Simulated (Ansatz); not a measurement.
Predict the output of the script below (Ansatz 0.2.0, Python API).

The script, `dfpt_gaas.py`:
```python
# -*- coding: utf-8 -*-
"""DFPT phonons of GaAs."""

from pathlib import Path
import warnings

import ansatz as az
import numpy as np

FUNCTIONAL = "pbesol"
OCCUPATIONS = "Marzari-Vanderbilt"
SIGMA = 0.02
KGRID = (6, 6, 6)

warnings.simplefilter("ignore", az.DeckWarning)

cell = (
    az.Lattice.of((0.0, 2.82685, 2.82685), (2.82685, 0.0, 2.82685), (2.82685, 2.82685, 0.0))
    .atom("Ga", (0.0, 0.0, 0.0))
    .atom("As", (0.25, 0.25, 0.25))
)

model = (
    cell.calculation()
    .functional(FUNCTIONAL)
    .basis(17 * az.Ha)
    .occupations(OCCUPATIONS, width=SIGMA)
    .kpoints(*KGRID)
    .phonons("dfpt")
)
done = model.run(runs_dir="runs")
ph = done.phonons

print("Gamma modes (1/cm):", " ".join(f"{w:.1f}" for w in ph.gamma_omega_inv_cm))
print("in meV:", " ".join(f"{w * 0.1239842:.2f}" for w in ph.gamma_omega_inv_cm))
```

```console
$ python dfpt_gaas.py
Gamma modes (1/cm): 0.0 0.0 0.0 264.0 264.0 264.0
in meV: 0.00 0.00 0.00 32.74 32.74 32.74
```

Reading the output:
- The cell isn't relaxed first, so the values belong to this volume.
- No non-analytic term is added, so at the zone centre the longitudinal optical modes of a polar crystal aren't split off.
- The structure is a deposited one; some such entries were measured under pressure or heat, so a shift against it needn't be the functional's error alone.
- The structure is taken as given; imaginary modes can come from an unrelaxed or unstable start.
- Wall time of the script: 12 s on 1 thread of Arm Neoverse V1 (shared host), peak memory 0.51 GiB.
